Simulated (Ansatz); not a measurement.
Write the native input for Ansatz 0.2.0 that does the following.

```
Task                                : band structure
Functional                          : r2SCAN
Potentials or basis                 : Ansatz PAW
Cutoff                              : 500 eV (not typed: the program's choice for these potentials)
k mesh                              : 8 × 8 × 4
Occupations                         : fermi-dirac, width 0.05 eV
Spin                                : no spin polarisation
Path                                : [["G", "M", "K", "G", "A", "L", "H", "A"], ["L", "M"], ["K", "H"]]
Points for each segment of the path : 14
```

Si:

```
Si
1.0
     3.83132    0.00000    0.00000
    -1.91566    3.31802    0.00000
     0.00000    0.00000    6.33262
Si
4
Direct
  0.66667 0.33333 0.93699
  0.33333 0.66667 0.43699
  0.66667 0.33333 0.56301
  0.33333 0.66667 0.06301
```

This isn't the form of Si at room conditions, which is diamond.

These files were run (other wordings do the same):

input.yaml

```yaml
crystal:
  lattice:
    - [3.8313174605, 0.0, 0.0]
    - [-1.9156587303, 3.3180182508, 0.0]
    - [0.0, 0.0, 6.3326220002]
  atoms:
    - { symbol: Si, position: [0.6666666667, 0.3333333333, 0.9369905] }
    - { symbol: Si, position: [0.3333333333, 0.6666666667, 0.4369905] }
    - { symbol: Si, position: [0.6666666667, 0.3333333333, 0.5630095] }
    - { symbol: Si, position: [0.3333333333, 0.6666666667, 0.0630095] }
hamiltonian:
  xc: r2scan
  pseudopotentials: { kind: paw }
kpoints:
  mp_grid: { grid: [8, 8, 4] }
  band_path:
    path:
      - [[0.0, 0.0, 0.0], [0.5, 0.0, 0.0], [0.3333333333, 0.3333333333, 0.0], [0.0, 0.0, 0.0], [0.0, 0.0, 0.5], [0.5, 0.0, 0.5], [0.3333333333, 0.3333333333, 0.5], [0.0, 0.0, 0.5]]
      - [[0.5, 0.0, 0.5], [0.5, 0.0, 0.0]]
      - [[0.3333333333, 0.3333333333, 0.0], [0.3333333333, 0.3333333333, 0.5]]
    npoints: 14
scf:
  occupations: { method: fermi_dirac, width: 0.05 }
  n_extra_bands: 10
output:
  forces: true
  stress: true
  eigenvalues: true
  fatbands: false
```

Potentials or basis: Ansatz PAW.

Command:

```sh
$ ansatz run input.yaml --threads 2 --pin off --max-ram 5632MiB --backend cpu --events-out ev --progress --plain --runs-dir out
```

Results of the run:

```
Pressure                : 0.2 GPa
Largest force           : 0.004 eV/Å
Band gap on the k mesh  : 0.60 eV, indirect (least direct gap 1.36 eV)
Band gap along the path : 0.60 eV, indirect (least direct gap 1.36 eV)
```

Caveat: the PAW data sets come from PBE, with cores solved anew for the run's functional, which leaves a small shift of forces and pressure.

Wall time 12 s on 2 threads of Intel(R) Xeon(R) Processor @ 2.50GHz (Skylake/Cascade Lake), on a shared host, peak memory 0.55 GiB.
